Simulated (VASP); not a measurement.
Write the native input for VASP 6.6.1 that does the following.

```
Task                   : single point
Functional             : RPBE
Potentials or basis    : VASP PAW PBE potentials, release 64 (Lu_3), 4f in core
Cutoff                 : 520 eV
k mesh                 : 10 × 10 × 10
Occupations            : gaussian, width 0.02 eV
Spin                   : no spin polarisation
Further INCAR settings : ALGO = Normal; EDIFF = 1e-06; NBANDS = 10
```

The structure of Lu lies in POSCAR:

```
Lu
1.0
   -1.9541071088      1.9541071088      1.9541071088
    1.9541071088     -1.9541071088      1.9541071088
    1.9541071088      1.9541071088     -1.9541071088
Lu
1
Cartesian
    0.0000000000      0.0000000000      0.0000000000
```

This isn't the form of Lu at room conditions, which is hcp.

These files were run (other wordings do the same):

INCAR

```
ALGO     = Normal         # electronic algorithm
EDIFF    = 1E-6           # SCF threshold, eV
ENCUT    = 520            # plane-wave cutoff, eV
GGA      = RP             # functional
ISIF     = 2              # what is computed and relaxed
ISMEAR   = 0              # smearing method
LASPH    = T              # aspherical terms in the spheres
LCHARG   = T              # write CHGCAR
LELF     = T              # ELF
LREAL    = F              # projectors in reciprocal space
LVHAR    = T            
LWAVE    = F              # write WAVECAR
NBANDS   = 10             # bands
NELM     = 100            # most SCF steps
PREC     = Accurate       # precision mode
SIGMA    = 0.02           # smearing width, eV
```

KPOINTS

```
k-points
0
Gamma
  10 10 10
```

Potentials or basis: VASP PAW PBE potentials, release 64 (Lu_3), 4f in core.

Command:

```console
$ cat potpaw_PBE.64/Lu_3/POTCAR > POTCAR
$ mpirun -np 1 vasp_std > vasp.out
```

It gave:

The pressure is 2.0 GPa and the band gap on the k mesh is none (metal or under the smearing width).

Caveat: the PAW data sets were made with another functional, which shifts forces and pressure a little.

Run time: 16 s on 1 thread of Intel(R) Xeon(R) Platinum 8375C CPU @ 2.90GHz (Ice Lake) (shared host), peak memory 0.16 GiB.
